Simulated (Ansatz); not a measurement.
What does this script print? It uses the Python package of Ansatz (0.2.0).

`smear_c.py`
```python
import ansatz as az


def main() -> None:
    lattice = az.Lattice.of(
        (2.456228, 0.0, 0.0),
        (-1.228114, 2.127155, 0.0),
        (0.0, 0.0, 24.13396),
    )
    sites = [
        ("C", (0.0, 0.0, 0.570469)),
        ("C", (0.0, 0.0, 0.429531)),
        ("C", (1 / 3, 2 / 3, 0.429525)),
        ("C", (2 / 3, 1 / 3, 0.570475)),
    ]
    crystal = az.Crystal(lattice=lattice)
    for symbol, position in sites:
        crystal = crystal.atom(symbol, position)

    calculation = (
        crystal.calculation()
        .functional("pbesol")
        .kpoints(spacing=0.26)
        .scf(tolerance=1e-09)
        .forces()
        .stress()
    )

    rows = []
    for value in [0.3, 0.2, 0.1, 0.05]:
        data = calculation.occupations("cold", width=value).run().report
        rows.append((value, data["free_energy_ev"] / len(data["lattice"]["sites"]), data["n_iterations"], sum(data["stress_gpa"][i][i] for i in range(3)) / 3, max(abs(f) for row in data["forces_ev_ang"] for f in row), data["n_kpoints"]))

    print("  width (eV)   F/atom (eV)    iterations       P (GPa)  max component (eV/A)      k-points")
    for row in rows:
        print(f"{str(row[0]):>12s}  {row[1]:12.5f}  {row[2]:12d}  {row[3]:12.3f}  {row[4]:20.4f}  {row[5]:12d}")

    for row in rows[:-1]:
        shift = 1000 * (row[1] - rows[-1][1])
        print(f"{row[0]}: {shift:+.2f} meV/atom" + ("  (within 1 meV)" if abs(shift) < 1 else ""))


if __name__ == "__main__":
    main()
```

```console
$ python smear_c.py
DeckWarning: basis.ecutwfc = 420 eV, auto-derived from the records' recommended cutoffs: set by C (normal level)
DeckWarning: output.stress: scf.convergence.dr2_threshold = 1e-9 eV is looser than the 4e-10 eV advised for a printed stress (1e-10 eV for each atom of the cell: 4). What an SCF threshold leaves in a [...]
  width (eV)   F/atom (eV)    iterations       P (GPa)  max component (eV/A)      k-points
         0.3    -246.68673             7         0.291                0.0220            38
         0.2    -246.68660             9         0.290                0.0221            38
         0.1    -246.68642             7         0.291                0.0218            38
        0.05    -246.68630             7         0.291                0.0218            38
0.3: -0.43 meV/atom  (within 1 meV)
0.2: -0.29 meV/atom  (within 1 meV)
0.1: -0.11 meV/atom  (within 1 meV)
```
(Warnings from the package without file and line, shortened.)

Going from 0.05 to 0.3 eV changes F by -0.4 meV an atom. This scheme is built to cancel the term in the square of the width, so the shifts stay small and are partly the mesh's error. The pressure moves from 0.29 to 0.29 GPa.

Caveats:
- The cell holds layers, chains or clusters in vacuum, no bulk phase; its stress is averaged over the vacuum too and scales with the cell's height.
- The narrowest width needs the finest mesh, so the last row is no converged reference.
- Pressure is positive in compression.
- Points of the mesh across the vacuum add cost only.
- This isn't the structure that C takes at ambient conditions.
- Finished in 14 s on 1 thread of Arm Neoverse V2, with other jobs on the host, peak memory 0.41 GiB.
